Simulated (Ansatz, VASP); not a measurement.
# GeF (F-GeGe-F chair monolayer) in two plane-wave programs

Wanted: the spread between two codes on one cell, functional and k mesh. Of the first pair: The structure shown is the start of the Ansatz relaxation below; VASP solves that cell, so the two are compared at the walk's first step.

Main program and level: Ansatz 0.2.0; plane waves, with VASP 6.6.1 beside it; single point at PBE with D4.

### Step 1. The starting structure

The cell holds 4 atoms: 2 F and 2 Ge. Cell: a = 3.960 Å, b = 3.960 Å, c = 39.640 Å, α = 90.0°, β = 90.0°, γ = 120.0°. Vacuum lies along c.

### Step 2. Ansatz: relaxation, PBE with D4

Ansatz runs on its PAW soft_1 files.

The two programs are compared at the cell with which this relaxation starts, whose forces are those of its first step.

The input, input.yaml:

```yaml
crystal:
  lattice:
    - [3.96, 0.0, 0.0]
    - [-1.98, 3.429460599, 0.0]
    - [0.0, 0.0, 39.6399999988]
  atoms:
    - { symbol: F, position: [0.6666666667, 0.3333333333, 0.4452573159] }
    - { symbol: Ge, position: [0.6666666667, 0.3333333333, 0.4899091826] }
    - { symbol: Ge, position: [0.3333333333, 0.6666666667, 0.5100908174] }
    - { symbol: F, position: [0.3333333333, 0.6666666667, 0.5547426841] }
  periodic: [true, true, false]
kpoints:
  mp_grid: { grid: [12, 12, 1] }
hamiltonian:
  xc: pbe
  dispersion: d4
  pseudopotentials: { kind: paw, azcp: { folder: soft_1 } }
scf:
  occupations: { method: fermi_dirac, width: 0.05 }
  convergence: { dr2_threshold: 1.0e-09 }
relax:
  f_tol: 0.004
  max_steps: 90
  cell: {}
output:
  write_potential: true
  write_density: true
  volumetric_format: npy
```

The run is started by

```
> ansatz run input.yaml --threads 4 --pin off --max-ram 6144MiB --backend cpu --events-out ev --progress --plain --runs-dir out
```

Numbers of over 12 decimals in the logs are rounded to 6 here.

The log of the run:

```text
Warning: relax.cell: scf.convergence.dr2_threshold = 1e-9 eV is looser than the 1.94518848032e-10 eV advised for a relaxation that steers and ends on the stress (1e-10 eV for each atom of the cell: 4, times the square of relax.cell.stress_2d_tol = 0.05 N/m over 14.3 Å (the atoms' height at the walk's start and 5 Å past either face), 3.487e-2 GPa, over a crystal's default 0.05). What an SCF threshold leaves in a stress goes as its square root, and in the free energy as the threshold itself, and one threshold admits the most on a small cell: [figures from the program's tests cut] Set scf.convergence.dr2_threshold to 1.94518848032e-10 eV or tighter. [rest of the remark cut]
Engine: ansatz 0.2.0, aarch64-unknown-linux-gnu
Pseudopotentials: kind: paw
Pseudopotential: F, paw, valence charge 7, recommended cutoff 420 eV (normal), soft_1/F.paw.azcp
Pseudopotential: Ge, paw, valence charge 14, recommended cutoff 420 eV (normal), soft_1/Ge.paw.azcp
Functional definition: PBE
  parameter kappa = 0.804
  parameter beta = 0.066725
  exchange = pbe_x(kappa = kappa, mu = beta*pi^2/3)
  correlation = pbe_c(beta = beta)
Crystal: 4 atoms, lattice volume = 538.338 Å³
Basis set: ecut = 420 eV, 10645 PW (Γ), exchange–correlation on 54×54×540 points (8 copies of the dense FFT grid, shifted against one another)
Bands: 26, of which v1, the nominal top of the filled ones, is band 21 counted from 1 (20 counted from 0)
Symmetry: 12 space group operations
Space group: P-3m1 (ITA 164), of the structure as read, at distance tolerance 8.1e-5 Å
k-points: 19 of 144
Non-local potential: F, projectors of the file, l = 0: 2, l = 1: 2, l = 2: 1
Non-local potential: Ge, projectors of the file, l = 0: 2, l = 1: 2, l = 2: 3, l = 3: 1
PAW form: soft (Blöchl's): semilocal exchange-correlation on the pseudo side does not see the compensation charge
PAW one-centre angular grid: F, 110 points (default); XC on 64 Gauss nodes
PAW one-centre angular grid: Ge, 590 points (default); XC on 64 Gauss nodes
Initial density: superposition of atomic densities (neutral atoms: chi_scale 0, normalization atom)
Initial wavefunctions: pseudopotential atomic-orbital guess
Functional: x = pbe(κ = 0.804, μ = 0.219515), c = pbe(β = 0.066725)
SCF iter   1: F=—  HF=-10208.201687 eV  |F-HF|=—  |Δ(HF+E_count)|=         —  Δρ=3.31e-2  dr2=5.51e0  ethr=3.10e-3  ⟨swp⟩=10.4  Hψ=2761  notcnv=0
preconditioner: auto → Resta (q_TF=auto, 1.783 Å⁻¹)  ε∞=1.4  [insulator: Δε(μ)=0.294 eV  Ē_g=11.107 eV  σ=0.050 eV  W_gap=0.90  n_scr=22 (ndim 8)  ℏωp=6.8 eV  f_vac=0.834  D(μ)=0.06/eV (n_scr^D=0)  ε∞_Penn≈1.4  vacuum switching on, ρ_ref=8.9e-3 e/Å³]
SCF iter   2: F=—  HF=-10207.182428 eV  |F-HF|=—  |Δ(HF+E_count)|=    1.02e0  Δρ=2.54e-2  dr2=1.83e0  ethr=3.10e-3  ⟨swp⟩=4.4  Hψ=1296  notcnv=0  defer=10
SCF iter   3: F=—  HF=-10206.795628 eV  |F-HF|=—  |Δ(HF+E_count)|=   3.87e-1  Δρ=7.43e-3  dr2=1.90e-1  ethr=3.10e-3  ⟨swp⟩=3.3  Hψ=1043  notcnv=0  defer=11
SCF iter   4: F=—  HF=-10206.780732 eV  |F-HF|=—  |Δ(HF+E_count)|=   1.49e-2  Δρ=2.02e-3  dr2=1.60e-2  ethr=4.52e-4  ⟨swp⟩=3.4  Hψ=1059  notcnv=0  defer=9
SCF iter   5: F=—  HF=-10206.778205 eV  |F-HF|=—  |Δ(HF+E_count)|=   2.53e-3  Δρ=1.82e-4  dr2=1.35e-4  ethr=3.80e-5  ⟨swp⟩=2.8  Hψ=858  notcnv=0  defer=9
SCF iter   6: F=—  HF=-10206.778238 eV  |F-HF|=—  |Δ(HF+E_count)|=   3.30e-5  Δρ=7.91e-5  dr2=2.00e-5  ethr=3.21e-7  ⟨swp⟩=3.1  Hψ=1010  notcnv=0  defer=9
SCF iter   7: F=—  HF=-10206.778195 eV  |F-HF|=—  |Δ(HF+E_count)|=   4.24e-5  Δρ=1.33e-5  dr2=1.18e-6  ethr=4.76e-8  ⟨swp⟩=2.8  Hψ=964  notcnv=0  defer=9
SCF iter   8: F=—  HF=-10206.778214 eV  |F-HF|=—  |Δ(HF+E_count)|=   1.82e-5  Δρ=9.21e-6  dr2=4.97e-7  ethr=2.82e-9  ⟨swp⟩=2.9  Hψ=1007  notcnv=0  defer=9
SCF iter   9: F=—  HF=-10206.778213 eV  |F-HF|=—  |Δ(HF+E_count)|=   7.04e-8  Δρ=1.29e-6  dr2=8.52e-9  ethr=1.18e-9  ⟨swp⟩=3.4  Hψ=967  notcnv=0  defer=9
SCF iter  10: F=-10206.778213 eV  HF=-10206.778213 eV  |F-HF|=2.16e-10  |Δ(HF+E_count)|=   4.50e-9  Δρ=2.89e-7  dr2=3.48e-10  ethr=2.38e-12  ⟨swp⟩=11.2  Hψ=3600  notcnv=0
SCF 1 converged in 10 iterations: F = -10206.778213 eV  dr2 = 3.48e-10
  greatest PAW one-centre occupation: 0.998 electrons in one spin orbital (limit 2), on the Ge atom at site 2 (counted from 0), in its partial waves of l = 2
[...]
preconditioner: auto → LDOS  [insulator: Δε(μ)=0.927 eV  Ē_g=20.603 eV  σ=0.050 eV  W_gap=0.68  n_scr=50 (ndim 8)  ℏωp=9.7 eV  f_vac=0.852  D(μ)=0.22/eV (n_scr^D=2)  ε∞_Penn≈1.2  β→1.0]
[...]
SCF iter   3: F=—  HF=-10207.016352 eV  |F-HF|=—  |Δ(HF+E_count)|=   8.52e-6  Δρ=2.45e-5  dr2=2.67e-6  ethr=1.24e-8  ⟨swp⟩=3.1  Hψ=1006  notcnv=0
SCF iter   4: F=—  HF=-10207.016219 eV  |F-HF|=—  |Δ(HF+E_count)|=   1.33e-4  Δρ=5.01e-6  dr2=8.38e-8  ethr=6.36e-9  ⟨swp⟩=2.6  Hψ=739  notcnv=0
SCF iter   5: F=—  HF=-10207.016218 eV  |F-HF|=—  |Δ(HF+E_count)|=   2.23e-8  Δρ=9.22e-7  dr2=2.22e-9  ethr=1.99e-10  ⟨swp⟩=3.3  Hψ=1058  notcnv=0
SCF iter   6: F=-10207.016218 eV  HF=-10207.016218 eV  |F-HF|=3.26e-9  |Δ(HF+E_count)|=   9.40e-9  Δρ=2.23e-7  dr2=1.53e-10  ethr=2.38e-12  ⟨swp⟩=10.1  Hψ=3374  notcnv=0
SCF 12 converged in 6 iterations: F = -10207.016218 eV  dr2 = 1.53e-10
relax step  12: F+E_penalty+E_count = -10207.01621850 eV  Δ(F+E_penalty+E_count) = +3.278e-4 eV  max|allowed force component| = 8.500e-4 eV/Å  Δτ_max = 0.0012 Å  P = +0.002 N/m  Ω = 621.178 Å³  energy of the carried Pulay correction = -4.461e-4 eV  fix = [c, alpha, beta]  reactions: c +0.000 N/m  (6 SCF iters, accepted)
iter 1 solved again at ethr=1.61e-7 eV; its pass at ethr=3.10e-3 eV (dr2=6.77e-5 eV) is discarded
SCF iter   1: F=—  HF=-10207.016479 eV  |F-HF|=—  |Δ(HF+E_count)|=         —  Δρ=1.47e-5  dr2=8.44e-8  ethr=1.61e-7  ⟨swp⟩=5.2  Hψ=4939  notcnv=0
preconditioner: auto → LDOS  [insulator: Δε(μ)=0.928 eV  Ē_g=20.603 eV  σ=0.050 eV  W_gap=0.68  n_scr=50 (ndim 8)  ℏωp=9.7 eV  f_vac=0.852  D(μ)=0.22/eV (n_scr^D=2)  ε∞_Penn≈1.2  β→1.0]
SCF iter   2: F=—  HF=-10207.016679 eV  |F-HF|=—  |Δ(HF+E_count)|=   2.00e-4  Δρ=4.59e-6  dr2=6.77e-8  ethr=2.01e-10  ⟨swp⟩=3.9  Hψ=1276  notcnv=0
SCF iter   3: F=—  HF=-10207.016675 eV  |F-HF|=—  |Δ(HF+E_count)|=   4.18e-6  Δρ=3.00e-6  dr2=3.39e-8  ethr=1.61e-10  ⟨swp⟩=2.3  Hψ=913  notcnv=0
SCF iter   4: F=—  HF=-10207.016678 eV  |F-HF|=—  |Δ(HF+E_count)|=   3.29e-6  Δρ=8.45e-7  dr2=2.48e-9  ethr=8.06e-11  ⟨swp⟩=2.8  Hψ=698  notcnv=0
SCF iter   5: F=-10207.016679 eV  HF=-10207.016679 eV  |F-HF|=1.21e-7  |Δ(HF+E_count)|=   7.44e-7  Δρ=3.39e-7  dr2=3.67e-10  ethr=2.38e-12  ⟨swp⟩=16.0  Hψ=4028  notcnv=0
SCF 13 converged in 5 iterations: F = -10207.016679 eV  dr2 = 3.67e-10
relax step  13: F+E_penalty+E_count = -10207.01667888 eV  Δ(F+E_penalty+E_count) = -4.604e-4 eV  max|allowed force component| = 1.012e-3 eV/Å  Δτ_max = 0.0000 Å  P = +0.004 N/m  Ω = 621.178 Å³  fix = [c, alpha, beta]  reactions: c +0.000 N/m  stress off target by 4.41e-3 N/m on what of the cell is left free  SCF on the basis re-selected at this cell (its energy is not comparable with the rows above)  (5 SCF iters)
basis re-selected at this cell: Δ(F+E_penalty+E_count) = -4.604e-4 eV, ΔP = +0.002 N/m vs the last step (what re-selecting the basis moved, of the pressure what is left beyond the Pulay correction that the steps carried, after the strain that the cell walked since its last selection, with what the two solves' SCF thresholds leave and, on support functions, any second-order correction that the steps lacked; it is no m [...]
WARN: The output density's exchange-correlation potential varies sharply where the density is thin. Do not read a vacuum level from v_tot or v_xc, or from such a field of the output density. On a cell that repeats whose density bears no net charge and no dipole along the vacuum's axis use v_es (v_loc + v_h of the components); under efield.dipole_correction with no amplitude use v_es + v_field, which holds any externa [...]
SCF converged after 5 iterations
Free energy (F): -10207.016679 eV
Harris-Foulkes:  -10207.016679 eV  (|F-HF|=1.21e-7)
Internal energy: -10207.014801 eV  (E = F + TS)
E sigma→0 (E₀):  -10207.015740 eV
Entropy (-TS):   -0.001877 eV (-0.469 meV/atom)
Fermi energy:    -7.025629 eV
--- Per-component energies (eV) ---
  E_band       = -961.390498
  E_kinetic    = 576.633993
  E_local      = -92495.877292  (includes V_loc(G=0)·N_el)
  E_nonlocal   = 609.788904
  E_hartree    = 45700.234447
  E_xc         = -294.903921
  E_vxc        = -324.367773  (∫ρ·V_xc dr)
  E_paw        = -4436.221037  (= ΣΔE_a)
  E_vpaw       = -728.037515  (= ΣTr[D̂ρ^β])
  E_aug_tail   = 0.001409  (compensation charges beyond the density's cutoff)
  E_ewald      = 40133.726237
  E_disp       = -0.397541  (pairwise vdW)
  E_smearing   = -0.001877  (= −TS)
  E_closure    = 0.000000  (closes the sum)
  Σ components = -10207.016679   (vs F -10207.016679, Δ=0.00e0)
--- Forces (eV/Å), atoms counted from 1 ---
  atom   1  F     -0.00000000     0.00000000    -0.00037975
  atom   2  Ge    -0.00000000     0.00000000    -0.00101230
  atom   3  Ge     0.00000000    -0.00000000     0.00101230
  atom   4  F      0.00000000    -0.00000000     0.00037975
  max |Σ_I F_I| component: 3.70e-17 eV/Å
--- 2D stress c σ (N/m, compression-positive) ---
        0.004406       0.000000      -0.000000
       -0.000000       0.004406      -0.000000
       -0.000000      -0.000000       0.000000
  P = ½ c Tr σ = 0.0044 N/m
--- Band table (eV; the first three rows and the last of 19) ---
  k-point 0: bands = [... 17 lower, -10.9020, -10.9020, -7.1674, -7.0633, -7.0633, -5.0708, -3.0858, -3.0858, ... 1 higher]
  k-point 1: bands = [... 17 lower, -10.9019, -10.8949, -8.1395, -7.1731, -6.1352, -4.9599, -3.1172, -2.8323, ... 1 higher]
  k-point 2: bands = [... 17 lower, -10.9032, -10.8774, -9.0269, -7.4264, -5.4901, -4.7053, -2.8682, -2.1566, ... 1 higher]
  k-point 18: bands = [... 17 lower, -11.0088, -10.5621, -10.5621, -9.0835, -2.5500, -2.5500, -1.5766, -1.5766, ... 1 higher]
  the weakly bound empty levels are not read free of the cell's end (no_gap_told)
--- Relaxed structure (10 steps of the walk, 9 accepted, 3 SCFs on fresh bases) ---
  F+E_penalty+E_count = -10207.01667888 eV   max|allowed force component| = 1.012e-3 eV/Å   (the final SCF, on the basis selected at the relaxed cell)
  cell:  # Å, volume = 621.1785 Å³
    - [4.253790, 0.0, 0]
    - [-2.126895, 3.683890, 0]
    - [0, 0, 39.6399999988]
  atoms:
    - { symbol: F, position: [0.666667, 0.333333, 0.447858] }
    - { symbol: Ge, position: [0.666667, 0.333333, 0.492512] }
    - { symbol: Ge, position: [0.333333, 0.666667, 0.507488] }
    - { symbol: F, position: [0.333333, 0.666667, 0.552142] }
```

### Step 3. VASP: single point, PBE with D4, start cell, pair 1

The same cell, functional, mesh and smearing now go to VASP, with its own data sets.

Lines of VASP's logs that name or quote its potential files are left out, and so is its time.

The input, INCAR:

```
SYSTEM = GeF
PREC = Accurate
ENCUT = 520
EDIFF = 1E-06
NELM = 120
ISMEAR = -1
SIGMA = 0.05
LREAL = .FALSE.
ALGO = Normal
GGA = PE
IVDW = 13
NBANDS = 27
LORBIT = 11
LWAVE = .FALSE.
LCHARG = .FALSE.
ISIF = 2
LDIPOL = .TRUE.
IDIPOL = 3
DIPOL = 0.5 0.5 0.5
LVHAR = .TRUE.
LASPH = .TRUE.
GGA_COMPAT = .FALSE.
NELMDL = -8
KPAR = 2
```

The input, POSCAR:

```
GeF
1.0
    3.9600000000      0.0000000000      0.0000000000
   -1.9800000000      3.4294610000      0.0000000000
    0.0000000000      0.0000000000     39.6400000000
F Ge
2 2
Direct
    0.6666667153      0.3333334305      0.4452573158
    0.3333332847      0.6666665695      0.5547426842
    0.6666667153      0.3333334305      0.4899091826
    0.3333332847      0.6666665695      0.5100908174
```

The input, KPOINTS:

```
Automatic mesh
0
Gamma
12 12 1
0 0 0
```

The projector-augmented-wave data sets are F and Ge_d (PBE family, release 64).

The run is started by

```
> mpirun -np 2 vasp_std
```

The log of the run:

```text
[banner, memory and clock lines left out]
running    2 mpi-ranks, on    1 nodes
 distrk:  each k-point on    1 cores,    2 groups
 distr:  one band on    1 cores,    1 groups

 POSCAR found type information on POSCAR F Ge
 POSCAR found :  2 types and       4 ions
 LDA part: xc-table for (Slater+PW92), standard interpolation
 POSCAR, INCAR and KPOINTS ok, starting setup
 FFT: planning ... GRIDC
 FFT: planning ... GRID_SOFT
 FFT: planning ... GRID
 WAVECAR not read
 entering main loop
       N       E                     dE             d eps       ncg     rms          rms(c)
DAV:   1     0.352541974300E+03    0.35254E+03   -0.19412E+04  1322   0.146E+03
DAV:   2     0.497080693649E+02   -0.30283E+03   -0.29516E+03  1483   0.304E+02
DAV:   3    -0.163940238652E+02   -0.66102E+02   -0.65202E+02  1189   0.161E+02
DAV:   4    -0.192612506357E+02   -0.28672E+01   -0.28588E+01  1373   0.424E+01
DAV:   5    -0.193273793205E+02   -0.66129E-01   -0.66074E-01  1450   0.693E+00
DAV:   6    -0.193288711034E+02   -0.14918E-02   -0.14917E-02  1421   0.855E-01
DAV:   7    -0.193289088008E+02   -0.37697E-04   -0.37697E-04  1554   0.138E-01
DAV:   8    -0.193289098231E+02   -0.10223E-05   -0.10229E-05  1384   0.192E-02    0.804E+00
DAV:   9    -0.178119957906E+02    0.15169E+01   -0.58055E+00  1571   0.364E+01    0.374E+00
DAV:  10    -0.178122612661E+02   -0.26548E-03   -0.70243E-01  1114   0.580E+00    0.228E+00
DAV:  11    -0.177930729632E+02    0.19188E-01   -0.16116E-01  1707   0.457E+00    0.641E-01
DAV:  12    -0.177882617770E+02    0.48112E-02   -0.38221E-02  1552   0.397E+00    0.151E-01
DAV:  13    -0.177907361255E+02   -0.24743E-02   -0.63464E-03  1110   0.539E-01    0.839E-02
DAV:  14    -0.177916219968E+02   -0.88587E-03   -0.94496E-04  1195   0.244E-01    0.303E-02
[...]
DAV:  18    -0.177925543162E+02   -0.11068E-03   -0.40991E-05  1040   0.826E-02    0.694E-03
DAV:  19    -0.177925898369E+02   -0.35521E-04   -0.10647E-05  1192   0.428E-02    0.234E-03
DAV:  20    -0.177926121632E+02   -0.22326E-04   -0.25449E-06  1129   0.140E-02    0.134E-03
DAV:  21    -0.177926220347E+02   -0.98715E-05   -0.40179E-07   866   0.705E-03    0.682E-04
DAV:  22    -0.177926282178E+02   -0.61831E-05   -0.18614E-07   804   0.275E-03    0.371E-04
DAV:  23    -0.177926328477E+02   -0.46299E-05   -0.11984E-07   828   0.317E-03    0.343E-04
DAV:  24    -0.177926352962E+02   -0.24485E-05   -0.54282E-08   808   0.217E-03    0.199E-04
DAV:  25    -0.177926359953E+02   -0.69910E-06   -0.11622E-08   678   0.200E-03
   1 F= -.18245090E+02 E0= -.18245084E+02  d E =-.122166E-04
```

OUTCAR, selected parts (step 3):

```text
ion  position               nearest neighbor table
   1  0.667  0.333  0.445-   3 1.77
   2  0.333  0.667  0.555-   4 1.77
   3  0.667  0.333  0.490-   1 1.77   4 2.42   4 2.42   4 2.42
   4  0.333  0.667  0.510-   2 1.77   3 2.42   3 2.42   3 2.42

  LATTYP: Found a hexagonal cell.
 ALAT       =     3.9600000000
 C/A-ratio  =    10.0101010101

 Subroutine GETGRP returns: Found 12 space group operations
 (whereof 12 operations were pure point group operations)

The static configuration has the point symmetry D_3d.

 Found     19 irreducible k-points:

   k-points           NKPTS =     19   k-points in BZ     NKDIM =     19   number of bands    NBANDS=     27

   dimension x,y,z NGX =    30 NGY =   30 NGZ =  300
   dimension x,y,z NGXF=    60 NGYF=   60 NGZF=  600

   ENCUT  =  520.0 eV  38.22 Ry    6.18 a.u.   7.36  7.36 73.70*2*pi/ulx,y,z

   NELECT =      42.0000    total number of electrons

 k-points in reciprocal lattice and weights: Automatic mesh
   0.00000000  0.00000000  0.00000000       0.007
   0.08333333  0.00000000  0.00000000       0.042
   0.16666667  0.00000000  0.00000000       0.042
   0.25000000  0.00000000  0.00000000       0.042
   0.33333333  0.00000000  0.00000000       0.042
   0.41666667  0.00000000  0.00000000       0.042
   0.50000000  0.00000000  0.00000000       0.021
   0.08333333  0.08333333  0.00000000       0.042
   0.16666667  0.08333333  0.00000000       0.083
[...]
0.33333333  0.25000000  0.00000000       0.083
   0.33333333  0.33333333  0.00000000       0.014

 dipolmoment           0.000000      0.000000      0.000000 electrons x Angstroem

 average (electrostatic) potential at core
       1 -85.3844       2 -85.3844       3 -85.0232       4 -85.0232

 E-fermi :  -5.2069

 k-point     1 :       0.0000    0.0000    0.0000
  band No.  band energies     occupation
    ...
     17     -10.0084      2.00000
     18      -9.8395      2.00000
     19      -9.8395      2.00000
     20      -5.5963      1.99917
     21      -5.5963      1.99917
     22      -4.8290      0.00104
     23      -4.3045      0.00000
     24      -1.5011      0.00000
     25      -1.5011      0.00000
     26      -0.1050      0.00000
    ...

 k-point     2 :       0.0833    0.0000    0.0000
  band No.  band energies     occupation
    ...
     17     -10.0252      2.00000
     18      -9.8458      2.00000
     19      -9.8415      2.00000
     20      -6.4771      2.00000
     21      -5.7520      1.99996
     22      -4.7261      0.00013
     23      -3.5389      0.00000
     24      -1.5326      0.00000
     25      -1.1927      0.00000
     26       0.0320      0.00000
    ...

 k-point     3 :       0.1667    0.0000    0.0000
  band No.  band energies     occupation
    ...
     17     -10.0703      2.00000
     18      -9.8627      2.00000
     19      -9.8483      2.00000
     20      -7.6404      2.00000
     21      -6.1005      2.00000
     22      -4.4880      0.00000
     23      -3.0917      0.00000
     24      -0.9545      0.00000
     25      -0.4038      0.00000
     26       0.3625      0.00000
    ...

  DFT-D4 for vdW energy calculation

  Edisp (eV):   -0.45245

  Total       2.67003     2.67003    -1.26436     0.00000     0.00000     0.00000
  in kB       7.94642     7.94642    -3.76293     0.00000     0.00000     0.00000
  external pressure =        4.04 kB  Pullay stress =        0.00 kB

  energy-cutoff  :      520.00
  volume of cell :      538.34
      direct lattice vectors                 reciprocal lattice vectors
     3.960000000  0.000000000  0.000000000     0.252525253  0.145795505  0.000000000
    -1.980000000  3.429461000  0.000000000     0.000000000  0.291591011  0.000000000
     0.000000000  0.000000000 39.640000000     0.000000000  0.000000000  0.025227043

 POSITION                                       TOTAL-FORCE (eV/Angst)
 -----------------------------------------------------------------------------------
      1.98000      1.14315     17.65000        -0.000000      0.000000      0.192348
     -0.00000      2.28631     21.99000         0.000000     -0.000000     -0.192348
      1.98000      1.14315     19.42000        -0.000000      0.000000      0.411022
     -0.00000      2.28631     20.22000        -0.000000      0.000000     -0.411022
 -----------------------------------------------------------------------------------
    total drift:                                0.000000     -0.000000      0.000000

  FREE ENERGIE OF THE ION-ELECTRON SYSTEM (eV)
  ---------------------------------------------------
  free  energy   TOTEN  =       -18.2450897253 eV

  energy  without entropy=      -18.2450775087  energy(sigma->0) =      -18.24508362

 vacuum level on the upper side and lower side of the slab         1.252         1.252

 total charge
# of ion       s       p       d       tot
------------------------------------------
    1        1.748   4.306   0.000   6.054
    2        1.748   4.306   0.000   6.054
    3        1.111   1.248  10.119  12.479
    4        1.111   1.248  10.119  12.479
--------------------------------------------------
tot          5.718  11.109  20.239  37.066

[... 3 further parts left out ...]
```

### Step 4. Differences

Known differences besides the potentials themselves: Ansatz cuts the interaction across the vacuum, VASP repeats the sheet with a dipole correction; the cutoff is 420 eV in Ansatz and 520 eV in VASP. Total energies have different zeros and are not compared.

Forces (eV/Å; atoms numbered as in POSCAR):

```
atom        Ansatz x, y, z          VASP x, y, z
  F1   0.000, 0.000, 0.280   0.000, 0.000, 0.192
  F2  0.000, 0.000, -0.280  0.000, 0.000, -0.192
 Ge3   0.000, 0.000, 0.312   0.000, 0.000, 0.411
 Ge4  0.000, 0.000, -0.312  0.000, 0.000, -0.411
```

The forces differ by 54 meV/Å r.m.s., which is 29.1 % of the r.m.s. force of 0.185 eV/Å (both taken over all components). With vacuum in the cell, a pressure given here is an average over mostly empty space and none of the material.

[end of part 1 of 2]

[Lines on the potential files, build, host, timing and source positions are cut from VASP's logs without a mark.]

[Logs are printed without paths, hosts, clocks, repeated set-up lines and the standing remarks that a program may print on its own settings, such as how far it seeks lower states.]

[Hosts, paths, dates, database ids (printed as entryN), source tags and the programs' standing remarks are cut or masked in the printed files.]
